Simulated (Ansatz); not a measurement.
## WSe2 (P-6m2), clamped-ion strain scan

The calculation used DFT PBE+D3(BJ), scalar-relativistic, plane waves, PAW (Ansatz). The runs took a 300 eV cutoff, a Γ-centred 6×6×1 mesh and Gaussian smearing (0.05 eV). The mesh is coarse. Spin–orbit coupling is left out, which matters for the heavy elements here. The cutoff lies under the one recommended for these potentials. No spin polarisation. Energies are free energies at this smearing, counted from the undisturbed cell; pressure is positive in compression.

Reference structure (as given, not relaxed at this level; it stands at -0.2 GPa; this form isn't the usual structure):

```
CELL_PARAMETERS angstrom
3.31794 0.00000 0.00000
-1.65897 2.87342 0.00000
0.00000 0.00000 16.65814
ATOMIC_POSITIONS crystal
W 0.00000 0.00000 0.00000
Se 0.33333 0.66667 0.09979
Se 0.33333 0.66667 0.90021
```

The cell is strained by ε times the Voigt pattern (0, 0, 0, 0, 0, 1) (xx, yy, zz, yz, xz, xy; engineering shear) with fractional coordinates fixed.

| ε | ΔE (meV/atom) | stress summed along the pattern (GPa, tension positive) | pressure (GPa) | gap on the mesh (eV) |
| --- | --- | --- | --- | --- |
| -0.1000 | 51.8 | -3.16 | 0.2 | 1.50 |
| -0.0500 | 12.6 | -1.59 | -0.1 | 1.52 |
| 0.0000 | 0.0 | 0.00 | -0.2 | 1.52 |
| 0.0125 | 0.4 | 0.40 | -0.2 | 1.52 |
| 0.0250 | 2.6 | 0.80 | -0.2 | 1.52 |
| 0.0375 | 6.6 | 1.20 | -0.1 | 1.52 |
| 0.0625 | 19.9 | 1.99 | 0.0 | 1.51 |
| 0.0750 | 29.0 | 2.38 | 0.1 | 1.51 |
| 0.0875 | 39.6 | 2.78 | 0.1 | 1.50 |

By symmetry 0.1000 repeats -0.1000, -0.0750 repeats 0.0750, 0.0500 repeats -0.0500, -0.0250 repeats 0.0250 in energy, with the opposite slope along the path.

Cost: 9 runs of about 1.2 core-minutes in all, on Arm Neoverse N1 (shared hosts).